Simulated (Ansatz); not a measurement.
# SiNi2: the cost of one run

Computed with Ansatz 0.2.0 (DFT PBE, scalar-relativistic, plane waves, PAW, unless a step's input says otherwise).

3 further runs of the same task are left out: 1 for a known fault of the program, 1 that didn't finish, 1 set aside as unsound or not needed.

### Step 1. Starting point

Symmetry: P6_3/mmc, No. 194, hexagonal system. Conventional cell: a = 3.912 Å, b = 3.912 Å, c = 4.991 Å, α = 90.00°, β = 90.00°, γ = 120.00°. Si (site symmetry -6m2) is surrounded by 11 Ni at 2.26 to 2.58 Å. Ni (site symmetry -3m) has 8 Ni at 2.50 to 2.58 Å and 6 Si at 2.58 Å as nearest neighbours. Ni (site symmetry -6m2) is surrounded by 5 Si at 2.26 to 2.50 Å and 6 Ni at 2.58 Å.

As a file:

```
Si Ni
1.0
     3.91193    0.00000    0.00000
    -1.95596    3.38783    0.00000
     0.00000    0.00000    4.99145
Si Ni
2 4
Direct
  0.33333 0.66667 0.75000
  0.66667 0.33333 0.25000
  0.00000 0.00000 0.00000
  0.00000 0.00000 0.50000
  0.33333 0.66667 0.25000
  0.66667 0.33333 0.75000
```

It is the end of an earlier relaxation with the same method, from a generated guess; it needn't be the stable form of this composition. At a tolerance of 0.05 Å it has space group P6_3/mmc (No. 194); it has 11.03 Å³/atom, an uncorrected energy of -0.50 eV/atom over the elements and, on its mesh, gap none (metal).

### Step 2. Point at V/V0 = 0.97

input.yaml reads:

```yaml
crystal:
  lattice:
    - [3.8724090355, 0.0, 0.0]
    - [-1.9362045178, 3.3536045986, 0.0]
    - [0.0, 0.0, 4.9410306173]
  atoms:
    - { symbol: Si, position: [0.3333333333, 0.6666666667, 0.75] }
    - { symbol: Si, position: [0.6666666667, 0.3333333333, 0.25] }
    - { symbol: Ni, position: [0.0, 0.0, 0.0] }
    - { symbol: Ni, position: [0.0, 0.0, 0.5] }
    - { symbol: Ni, position: [0.3333333333, 0.6666666667, 0.25] }
    - { symbol: Ni, position: [0.6666666667, 0.3333333333, 0.75] }
basis:
  ecutwfc: 420
kpoints:
  mp_grid: { grid: [12, 12, 8] }
hamiltonian:
  xc: pbe
scf:
  occupations: { method: gaussian, width: 0.1 }
output:
  forces: true
  stress: true
  eigenvalues: true
relax:
  adjacent_minimum: "off"
  f_tol: 0.01
  max_steps: 30
  cell: { stress_tol: 0.1, fix: [volume] }
```

Command:

```console
ansatz run input.yaml --threads 1 --pin off --max-ram 2560MiB --backend cpu --events-out ev --progress --plain --runs-dir out
```

Q: Estimate wall time and peak memory on 1 thread of AMD EPYC 9R45 (Zen 5), shared host.

About 25 s, with a peak of 0.53 GiB.
